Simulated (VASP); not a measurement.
Here is a VASP 6.6.1 calculation.

INCAR

```
SYSTEM = CO2
PREC = Accurate ; ENCUT = 600
EDIFF = 1E-6 ; ISMEAR = 0
SIGMA = 0.03 ; LREAL = .FALSE.
LASPH = .TRUE. ; NELM = 80
ALGO = Normal ; ISIF = 3
LWAVE = .FALSE. ; LCHARG = .FALSE.
GGA = AM ; IBRION = 2
NSW = 90 ; EDIFFG = -0.01
KPAR = 2
```

File KPOINTS:

```
regular mesh
0
G
  12 12 12
  0 0 0
```

Contents of POSCAR:

```
CO2
1.0
   -1.7759000000      1.7759000000      2.9592000000
    1.7759000000     -1.7759000000      2.9592000000
    1.7759000000      1.7759000000     -2.9592000000
C O
2 4
Direct
    0.0000000000      0.0000000000      0.0000000000
    0.7500000000      0.2500000000      0.5000000000
    0.3750000000      0.3390000000      0.4640000000
    0.6610000000      0.1250000000      0.0360000000
    0.8750000000      0.9110000000      0.5360000000
    0.0890000000      0.6250000000      0.9640000000
```

Potentials or basis: VASP PAW PBE potentials, release 64 (C, O).

The run is started by

```bash
$ cat potpaw_PBE.64/C/POTCAR potpaw_PBE.64/O/POTCAR > POTCAR
$ mpirun -np 2 vasp_std > vasp.out
```

Question: Estimate the space group after relaxing (to 0.05 Å).

Answer: I-42d (No. 122).

Question: Predict the relaxed volume.

Answer: 7.71 Å³/atom.

Question: Predict the relaxed cell.

Answer: a = 4.076 Å, b = 4.076 Å, c = 4.076 Å, α = 122.14°, β = 122.14°, γ = 86.34°.

Stress tensor (GPa, compression positive):
```
-0.21  0.00  0.00
 0.00 -0.21  0.00
 0.00  0.00 -0.02
```

Caveat: the volume moved by over 15 % at a fixed basis, so the end points are rough; the PAW data sets were made with another functional, which shifts forces and pressure a little; the volume moved by +24 % from the deposited cell, more than functionals usually miss. Zero-point motion and thermal expansion aren't in these numbers.
